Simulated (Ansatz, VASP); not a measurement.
In: VASP beside Ansatz

Contents of INCAR:

```
SYSTEM = In
PREC     = Accurate       ! precision mode
ENCUT    = 600            ! plane-wave cutoff, eV
EDIFF    = 1E-7           ! SCF threshold, eV
ISMEAR   = -1             ! smearing method
SIGMA    = 0.05           ! smearing width, eV
LREAL    = .False.        ! projectors in reciprocal space
LASPH    = .True.         ! aspherical terms in the spheres
NELM     = 80             ! most SCF steps
ALGO     = Normal         ! electronic algorithm
ISIF     = 3              ! what is computed and relaxed
LWAVE    = .False.        ! write WAVECAR
LCHARG   = .False.        ! write CHGCAR
GGA      = PS             ! functional
IBRION   = 2              ! ionic algorithm
NSW      = 40             ! ionic steps
EDIFFG   = -0.02          ! ionic threshold
```

File KPOINTS:

```
Automatic mesh
0
Gamma
  10 10 10
  0 0 0
```

POSCAR

```
In
1.0
   -1.8825252400      1.8825252400      1.8825252400
    1.8825252400     -1.8825252400      1.8825252400
    1.8825252400      1.8825252400     -1.8825252400
In
1
Direct
    0.0000000000      0.0000000000      0.0000000000
```

Contents of input.yaml:

```yaml
crystal:
  lattice:
    - [-1.88252524, 1.88252524, 1.88252524]
    - [1.88252524, -1.88252524, 1.88252524]
    - [1.88252524, 1.88252524, -1.88252524]
  atoms:
    - { symbol: In, position: [0.0, 0.0, 0.0] }
hamiltonian:
  xc: pbesol
  pseudopotentials: { kind: paw }
kpoints:
  mp_grid: { grid: [10, 10, 10] }
scf:
  occupations: { method: fermi_dirac, width: 0.05 }
output:
  forces: true
  stress: true
  eigenvalues: true
relax:
  f_tol: 0.01
  max_steps: 40
  cell: { stress_tol: 0.05 }
```

This isn't the form of In at room conditions, which is tetragonal.

Alike in both runs: task relaxation of cell and atoms; functional PBEsol; k mesh 10 × 10 × 10; occupations fermi-dirac, width 0.05 eV; no spin polarisation.

|  | VASP | Ansatz |
| --- | --- | --- |
| version | VASP 6.6.1 | Ansatz 0.2.0 |
| potentials or method | VASP PAW PBE potentials, release 64 (In_d) | Ansatz PAW |
| plane-wave cutoff (eV) | 600 | 420 |
| valence electrons in the cell | 13 | 13 |

VASP gave:

- gap on the k mesh at the Fermi level, each at its own relaxed structure (eV): none
- relaxed volume (Å³/atom): 25.84
- relaxed cell length with the largest relative difference (Å): 3.226
- energy change over the relaxation (meV/atom): -4

Q: Which values does Ansatz return?

A: gap on the k mesh at the Fermi level, each at its own relaxed structure (eV): none; relaxed volume (Å³/atom): 25.76; relaxed cell length with the largest relative difference (Å): 3.222; energy change over the relaxation (meV/atom): -4.

A gap of «none» marks a metal or a gap that the smearing closes.

Caveats: the PAW data sets were made with another functional, which shifts forces and pressure a little (VASP); the plane-wave basis is chosen anew once the cell has moved, so the energies of steps on either side of that aren't comparable (Ansatz); the PAW data sets come from PBE, with cores solved anew for the run's functional, which leaves a small shift of forces and pressure (Ansatz).
